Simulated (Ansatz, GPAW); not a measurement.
## A script for ZrO₂ (GLLB-SC)

These are simulated results from GPAW 26.7.0, not measurements. The cell began as a measured structure and was relaxed with r2SCAN in plane waves (Ansatz 0.2.0). All runs are without spin polarisation.

Space group P4_2/nmc (No. 137), tetragonal; conventional cell a = 3.601 Å, c = 5.227 Å, 11.30 Å³ an atom. Around Zr lie 8 O at 2.07–2.40 Å; around O lie 4 Zr at 2.07–2.40 Å.

GLLB-SC is a model potential. Its fundamental gap is the Kohn-Sham gap plus a derivative discontinuity, which the script evaluates at the band edges among the listed k points. Its total energy isn't variational and serves nothing here.

Input script:

```python
import json
from ase import Atoms
from gpaw import GPAW, PW, FermiDirac

atoms = Atoms(['Zr', 'Zr', 'O', 'O', 'O', 'O'],
              cell=[[3.60102664, 0.0, 0.0], [0.0, 3.60102664, 0.0], [0.0, 0.0, 5.22718375]],
              scaled_positions=[[0.0, 0.0, 0.0], [0.5, 0.5, 0.5], [0.0, 0.5, 0.19696846], [0.0, 0.5, 0.69696846], [0.5, 0.0, 0.30303154], [0.5, 0.0, 0.80303154]],
              pbc=True)
calc = GPAW(mode=PW(400), xc='GLLBSC', kpts={'size': (6, 6, 4), 'gamma': True},
            occupations=FermiDirac(0.02), maxiter=100, legacy_gpaw=True, txt='gpaw.txt')
atoms.calc = calc
res = {'energy': atoms.get_potential_energy(force_consistent=True)}
res['electrons'] = calc.get_number_of_electrons()
res['k'] = calc.get_ibz_k_points().tolist()
res['levels'] = [calc.get_eigenvalues(kpt=i).tolist() for i in range(len(res['k']))]
points = [[0.0, 0.0, 0.0], [0.0, 0.5, 0.0], [0.5, 0.5, 0.0], [0.0, 0.0, 0.5], [0.0, 0.5, 0.5], [0.5, 0.5, 0.5], [0.223958, 0.223958, 0.0]]
bands = calc.fixed_density(kpts=points, symmetry='off', nbands=round(res['electrons']) // 2 + 6, convergence={'bands': -2}, txt='bands.txt')
res['points'] = [bands.get_eigenvalues(kpt=i).tolist() for i in range(len(points))]
homo, lumo = bands.get_homo_lumo()
potential = calc.hamiltonian.xc.response.calculate_discontinuity_potential(homo, lumo)
res['discontinuity'] = bands.hamiltonian.xc.response.calculate_discontinuity(potential)
json.dump(res, open('results.json', 'w'))
print('free energy (eV):', round(res['energy'], 5))
```

Command: `python run.py`. It took 52 s on 1 thread of Arm Neoverse V1, with other jobs on the host, peak memory 0.2 GiB.

The log gpaw.txt, trimmed of paths, versions and times, then the last line on the terminal. An iter line gives the energy in eV and the logarithms of the changes of orbitals (plane waves alone) and density (c: converged):

```
___ ___ ___ _ _ _
 |   |   |_  | | | |

 | | | | | . | | | |

 |__ |  _|___|_____|  26.7.0
 |___|_|

Input parameters:
  kpts: {gamma: True,
         size: (6, 6, 4)}
  maxiter: 100
  mode: {ecut: 400.0,
         name: pw}
  occupations: {fixmagmom: False,
                name: fermi-dirac,
                width: 0.02}
  xc: GLLBSC

System changes: positions, numbers, cell, pbc, initial_charges, initial_magmoms

Initialize ...

species:
  Zr:
    name:    Zirconium
    Z:       40.0
    valence: 12
    core:    28
    charge:  0.0  # [|e|]
    compensation charges:
      type: gauss
      rc: 0.40  # [Å]
      lmax: 2
    cutoffs:
      filter: 2.39  # [Å]
      core: 1.59  # [Å]
    projectors
    | kind |    occ | energy [eV] | rcut [Å] |

    |------|--------|-------------|----------|

    |   4s |  2.000 |     -54.225 |    1.323 |

    |   5s |  2.000 |      -5.327 |    1.323 |

    |   4p |  6.000 |     -32.363 |    1.334 |

    |   5p |  0.000 |      -2.090 |    1.334 |

    |   4d |  2.000 |      -4.018 |    1.244 |

    |    d |        |      23.193 |    1.244 |

    Using partial waves for Zr as LCAO basis

  O:
    name:    Oxygen
    Z:       8.0
    valence: 6
    core:    2
    charge:  0.0  # [|e|]
    compensation charges:
      type: gauss
      rc: 0.21  # [Å]
      lmax: 2
    cutoffs:
      filter: 1.17  # [Å]
      core: 0.83  # [Å]
    projectors
    | kind |    occ | energy [eV] | rcut [Å] |

    |------|--------|-------------|----------|

    |   2s |  2.000 |     -28.986 |    0.688 |

    |   2p |  4.000 |     -13.358 |    0.598 |

    |    s |        |      -1.774 |    0.688 |

    |    p |        |      13.853 |    0.598 |

    |    d |        |       0.000 |    0.619 |

    Using partial waves for O as LCAO basis

Reference energy: -203809.269833  # eV

Spin-paired calculation

Convergence criteria:
 Maximum [total energy] change in last 3 cyles: 0.0005 eV / valence electron
 Maximum integral of absolute [dens]ity change: 0.0001 electrons / valence electron
 Maximum integral of absolute [eigenst]ate change: 4e-08 eV^2 / valence electron
 Maximum number of scf [iter]ations: 100
 (Square brackets indicate name in SCF output, whereas a 'c' in
 the SCF output indicates the quantity has converged.)

Symmetries present (total): 8

  ( 1  0  0)  ( 1  0  0)  ( 0  1  0)  ( 0  1  0)  ( 0 -1  0)  ( 0 -1  0)
  ( 0  1  0)  ( 0 -1  0)  ( 1  0  0)  (-1  0  0)  ( 1  0  0)  (-1  0  0)
  ( 0  0  1)  ( 0  0  1)  ( 0  0 -1)  ( 0  0 -1)  ( 0  0 -1)  ( 0  0 -1)

  (-1  0  0)  (-1  0  0)
  ( 0  1  0)  ( 0 -1  0)
  ( 0  0  1)  ( 0  0  1)

144 k-points: 6 x 6 x 4 Monkhorst-Pack grid + [1/12,1/12,1/8]
30 k-points in the irreducible part of the Brillouin zone
       k-points in crystal coordinates                weights
   0:     0.00000000    0.00000000    0.00000000          1/144
   1:     0.00000000    0.00000000    0.25000000          2/144
   2:     0.00000000    0.00000000    0.50000000          1/144
   3:     0.16666667    0.00000000    0.00000000          4/144
   4:     0.16666667    0.00000000    0.25000000          8/144
   5:     0.16666667    0.00000000    0.50000000          4/144
   6:     0.16666667    0.16666667    0.00000000          4/144
   7:     0.16666667    0.16666667    0.25000000          8/144
   8:     0.16666667    0.16666667    0.50000000          4/144
   9:     0.33333333    0.00000000    0.00000000          4/144
          ...
  29:     0.50000000    0.50000000    0.50000000          1/144

Wave functions: Plane wave expansion
  Cutoff energy: 400.000 eV
  Number of coefficients (min, max): 1202, 1256
  Pulay-stress correction: 0.000000 eV/Ang^3 (de/decut=0.000000)
  Using FFTW library
  ScaLapack parameters: grid=1x1, blocksize=None
  Wavefunction extrapolation:
    Improved wavefunction reuse through dual PAW basis

Occupation numbers: Fermi-Dirac:
  width: 0.0200  # eV

Eigensolver
   Davidson(niter=2)

Densities:
  Coarse grid: 18*18*25 grid
  Fine grid: 36*36*50 grid
  Total Charge: 0.000000

Density mixing:
  Method: separate
  Backend: msr1
  Linear mixing parameter: 0.05
  old densities: 10
  Width of damping distribution: 1.1
  Damping of long wavelength oscillations: 20

Hamiltonian:
  XC and Coulomb potentials evaluated on a 36*36*50 grid
  Using the GLLBSC Exchange-Correlation functional
  External potential:
    NoExternalPotential

XC parameters: GLLBSC functional being used consists of
  -----------------------------------------------------------------------
  | Weight | Module     | Description                                   |

  -----------------------------------------------------------------------
  |  1.000 | SCREENING  | GGA_X_PBE_SOL with 2 nearest neighbor stencil |

  |  1.000 | RESPONSE   | eps=0.0500 eV                                 |

  |  1.000 | XC         | GGA_C_PBE_SOL with 2 nearest neighbor stencil |

  -----------------------------------------------------------------------

Memory estimate:
  Process memory now: 111.90 MiB
  Calculator: 33.29 MiB
    Density: 4.48 MiB
      Arrays: 1.61 MiB
      Localized functions: 1.64 MiB
      Mixer: 1.24 MiB
    Hamiltonian: 1.09 MiB
      Arrays: 1.05 MiB
      XC: 0.00 MiB
      Poisson: 0.00 MiB
      vbar: 0.04 MiB
    Wavefunctions: 27.72 MiB
      Arrays psit_nG: 18.97 MiB
      Eigensolver: 0.90 MiB
      Projections: 1.33 MiB
      Projectors: 5.64 MiB
      PW-descriptor: 0.88 MiB

Total number of cores used: 1

Number of atoms: 6
Number of atomic orbitals: 42
Number of bands in calculation: 33
Number of valence electrons: 48
Bands to converge: occupied

... initialized

Initializing position-dependent things.

Density initialized from atomic densities
Creating initial wave functions:
  33 bands from LCAO basis set

   .--------.
  /|        |

 * |        |

 |O| O      |

 | |   Zr   |

 | |        |

 |O.-O------.
 |/        /
 Zr-------*
Positions:
   0 Zr     0.000000    0.000000    0.000000    ( 0.0000,  0.0000,  0.0000)
   1 Zr     1.800513    1.800513    2.613592    ( 0.0000,  0.0000,  0.0000)
   2 O      0.000000    1.800513    1.029590    ( 0.0000,  0.0000,  0.0000)
   3 O      0.000000    1.800513    3.643182    ( 0.0000,  0.0000,  0.0000)
   4 O      1.800513    0.000000    1.584002    ( 0.0000,  0.0000,  0.0000)
   5 O      1.800513    0.000000    4.197593    ( 0.0000,  0.0000,  0.0000)

Unit cell:
           periodic     x           y           z      points  spacing
  1. axis:    yes    3.601027    0.000000    0.000000    18     0.2001
  2. axis:    yes    0.000000    3.601027    0.000000    18     0.2001
  3. axis:    yes    0.000000    0.000000    5.227184    25     0.2091

  Lengths:   3.601027   3.601027   5.227184
  Angles:   90.000000  90.000000  90.000000

Effective grid spacing dv^(1/3) = 0.2030

iter:   1   -70.597102
iter:   2   -67.569881   -0.77  -0.84
iter:   3   -50.165836   +0.50  -0.87
iter:   4   -50.755949   -0.96  -1.17
iter:   5   -54.156119   -0.65  -1.40
iter:   6   -49.657378   -0.96  -1.32
iter:   7   -49.314311   -1.42  -2.29
iter:   8   -49.555263   -2.38  -2.36
iter:   9   -49.608460   -3.06  -2.83
iter:  10   -49.554945   -3.83  -3.23
iter:  11   -49.568396   -4.73  -3.30
iter:  12   -49.586566   -4.36  -3.48
iter:  13   -49.579292c  -5.88  -3.67
iter:  14   -49.576438c  -6.25  -3.90
iter:  15   -49.573823c  -6.07  -4.27c
iter:  16   -49.574362c  -7.18  -4.86c
iter:  17   -49.574688c  -7.95c -5.13c

Converged after 17 iterations.

Energy contributions relative to reference atoms: (reference = -203809.269833)

Kinetic:        +33.714823
Potential:      -30.602351
External:        +0.000000
XC:             -51.982396
Entropy (-ST):   -0.000000
Local:           -0.704763
SIC:             +0.000000
--------------------------
Free energy:    -49.574688
Extrapolated:   -49.574688

GLLBSC response reference energy: 4.83374 eV (from HOMO)

Showing only first 2 kpts
 Kpt  Band  Eigenvalues  Occupancy
  0    22      4.66356    2.00000
  0    23      4.66356    2.00000
  0    24     10.40349    0.00000
  0    25     10.68907    0.00000

  1    22      4.73610    2.00000
  1    23      4.73610    2.00000
  1    24     10.56602    0.00000
  1    25     10.94388    0.00000

Fermi level: 6.77281

Gap: 5.570 eV
Transition (v -> c):
  (s=0, k=2, n=23, [0.00, 0.00, 0.50]) -> (s=0, k=0, n=24, [0.00, 0.00, 0.00])
Direct/indirect transitions are different
Direct gap: 5.740 eV
Transition at: (s=0, k=0, n=23, [0.00, 0.00, 0.00])

free energy (eV): -49.57469
```

The gap in the log is over the mesh alone; results.json adds the listed points. GLLB-SC gives a gap of 7.10 eV (5.570 eV Kohn-Sham over the listed points plus 1.527 eV discontinuity). On the same cell, plane-wave PBE (Ansatz, 8×8×6 k points and the special points) gives a gap of 4.06 eV and r2SCAN a gap of 4.60 eV; on shared hosts these took about 8.3 and 21 core-seconds on the 6-atom cell, against 52 for the script. Semilocal gaps usually lie below measured ones.
